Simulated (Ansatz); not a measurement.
# ZnO: zone-centre modes

The calculation used DFT PBE, scalar-relativistic, plane waves, PAW in Ansatz. The runs took a 420 eV cutoff, a Γ-centred 12×12×6 mesh and Gaussian smearing (0.05 eV). No spin polarisation.

The starting cell (relaxed at this level):

```xyz
4
Lattice="3.2795 0.0000 0.0000 -1.6397 2.8401 0.0000 0.0000 0.0000 5.2931" Properties=species:S:1:pos:R:3 pbc="T T T"
Zn    0.0000    1.8934    0.0080
Zn    1.6397    0.9467    2.6545
O     0.0000    1.8934    2.0146
O     1.6397    0.9467    4.6611
```

Harmonic modes by finite displacements of 0.02 Å, without the LO–TO term.

Problem. At this geometry, is the structure stable against these modes?

Solution. Yes: no mode is imaginary beyond 10 cm⁻¹, and only the three translations lie near zero.

Problem. List the wavenumbers in cm⁻¹.

Solution. 0, 0, 0, 91, 91, 245, 343, 364, 364, 394, 394, 508.

Cost: 1 run of about 2.2 core-minutes, on Arm Neoverse V1 (shared hosts).